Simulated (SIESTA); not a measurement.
MoP:

```xyz
2
Lattice="3.2230 0.0000 0.0000 -1.6115 2.7912 0.0000 0.0000 0.0000 3.1910" Properties=species:S:1:pos:R:3 pbc="T T T"
Mo    0.0000    0.0000    0.0000
P     0.0000    1.8608    1.5955
```

Base run:

| Property | Result |
| --- | --- |
| Program | SIESTA 5.4.2 |
| Functional | PBE |
| Potentials or basis | PseudoDojo 0.4 standard (PBE files) |
| Basis | DZ (energy shift 0.003 Ry; two zetas on semicore shells) |
| Grid cutoff | 800 Ry |
| Energy shift | 0.003 Ry |
| k mesh | 10 × 10 × 8 |
| Occupations | fermi-dirac, width 0.05 eV |
| Spin | no spin polarisation |

Its results: band gap on the k mesh none (metal or under the smearing width); pressure 16.9 GPa.

**Question.** The run is repeated on the same cell with these changes: basis from DZ (energy shift 0.003 Ry; two zetas on semicore shells) to SZ (energy shift 0.003 Ry). What comes out?

**Answer.** Band gap on the k mesh none (metal or under the smearing width); pressure 25.8 GPa.

Caveats: the basis has no polarisation orbitals; the basis of atomic orbitals isn't converged, which shifts pressures, moduli and gaps.
